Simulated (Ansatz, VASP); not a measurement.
# Ge: VASP beside Ansatz

```xyz
1
Lattice="1.3971 -2.6005 0.0000 1.3971 2.6005 0.0000 0.0000 0.0000 2.6982" Properties=species:S:1:pos:R:3 pbc="T T T"
Ge    1.3971    0.0000    0.0000
```

This isn't the form of Ge at room conditions, which is diamond.

Alike in both runs: task single point; functional HSE(alpha, omega); k mesh 6 × 6 × 5; occupations fermi-dirac, width 0.05 eV; no spin polarisation.

|  | VASP | Ansatz |
| --- | --- | --- |
| version | VASP 6.6.1 | Ansatz 0.2.0 |
| potentials or method | VASP PAW PBE potentials, release 64 (Ge_d) | Ansatz PAW |
| plane-wave cutoff (eV) | 520 | 420 |
| valence electrons in the cell | 14 | 14 |

```csv
,VASP,Ansatz,Ansatz less VASP
gap on the k mesh at the Fermi level (eV),none,none,-
pressure (GPa),-0.7,-0.8,-0.16
largest component of the traceless stress (GPa),9.93,9.93,-0.006
```

A gap of «none» marks a metal or a gap that the smearing closes. With one functional, cell and mesh, what is left measures potentials, basis and numerics.

Caveats: the k mesh is coarse (spacing up to 0.47 Å⁻¹), so the values aren't converged, least of all with exact exchange; the PAW data sets were made with another functional, which shifts forces and pressure a little (VASP); the PAW data sets come from PBE, with cores solved anew for the run's functional, which leaves a small shift of forces and pressure (Ansatz); the thresholds are loose for stress (Ansatz).
